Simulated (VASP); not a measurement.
Something may be wrong with this VASP 6.6.1 calculation of Mg.

Contents of run.py:

```python
from ase import Atoms
from ase.calculators.vasp import Vasp
from ase.dft.bandgap import bandgap

atoms = Atoms(
    ['Mg'],
    cell=[[-1.7727644967, 1.7727644967, 1.7727644967], [1.7727644967, -1.7727644967, 1.7727644967], [1.7727644967, 1.7727644967, -1.7727644967]],
    scaled_positions=[[0.0, 0.0, 0.0]],
    pbc=True,
)
calc = Vasp(
    directory='calc',
    xc='pbesol',
    pp='PBE',
    setups='recommended',
    prec='Accurate',
    encut=520,
    ediff=1e-07,
    ismear=-1,
    sigma=0.02,
    lreal=False,
    lasph=True,
    nelm=72,
    algo='Normal',
    isif=2,
    lwave=False,
    lcharg=True,
    ivdw=12,
    kpts=[11, 11, 11],
    gamma=True,
    nbands=7,
    nelect=-2.0,
)
atoms.calc = calc

print('energy (eV):', atoms.get_potential_energy())
print('free energy (eV):', atoms.get_potential_energy(force_consistent=True))
efermi = calc.get_fermi_level()
print('Fermi level (eV):', efermi)
path = atoms.cell.bandpath(npoints=60, eps=1e-4)
print('path:', path.path)
calc.set(kpts=path.kpts, reciprocal=True, icharg=11, isym=0, lcharg=False)
calc.calculate(atoms)
print('gap on the path (eV):', bandgap(calc, efermi=efermi)[0])
print('direct gap on the path (eV):', bandgap(calc, efermi=efermi, direct=True)[0])
```

Potentials or basis: VASP PAW PBE potentials, release 64 (Mg).

Command:

```console
$ python run.py
```

Output:

```text

```

OUTCAR:

```text
ENCUT = 520.000000
   NELECT = -2.000000
[... 185 lines left out ...]
  energy-cutoff  :      520.00
  volume of cell :       22.29
 maximum number of plane-waves:       615
   NGX = 11   NGY = 11   NGZ = 11
```

**Question.** Diagnose the run.

**Answer.** The calculation hadn't finished when its time ran out. The input holds a flaw that was put in on purpose: wrong number of electrons (NELECT = -2.000000).
